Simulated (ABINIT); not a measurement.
CdSe, 2 atoms in the cell. It takes space group F-43m (No. 216, cubic). The conventional cell has a = 6.141 Å, b = 6.141 Å, c = 6.141 Å, α = 90.00°, β = 90.00°, γ = 90.00°. Cd (site symmetry -43m) has 4 Se at 2.66 Å as nearest neighbours. Se (site symmetry -43m) has 4 Cd at 2.66 Å as nearest neighbours. Measurements of this composition are mostly on another form, of space group No. 186.

* Program: ABINIT 10.8.3 (patched build)
* Task: band structure
* Functional: OLYP
* Potentials or basis: JTH PAW PBE v2.0
* Cutoff: 463 eV
* k mesh: 8 × 8 × 8
* Occupations: fermi-dirac, width 0.05 eV
* Spin: no spin polarisation
* Fine-grid cutoff: 925.187 eV
* Exchange and correlation inside the PAW spheres: full angular mesh (pawxcdev 0, this build's default; the released program takes 1)

Potentials or basis: JTH PAW PBE v2.0.

Run with:

```sh
$ abinit run.abi > log 2>&1
```

Hardware: 1 thread of Arm Neoverse V2, with other jobs on the host.

Problem. How long does it take, and how much memory?

Solution. It took 2.2 min on 1 thread of Arm Neoverse V2, on a shared host, peak memory 0.15 GiB. Counts: scf iterations 26, k points 29, bands 13, plane waves 1325.
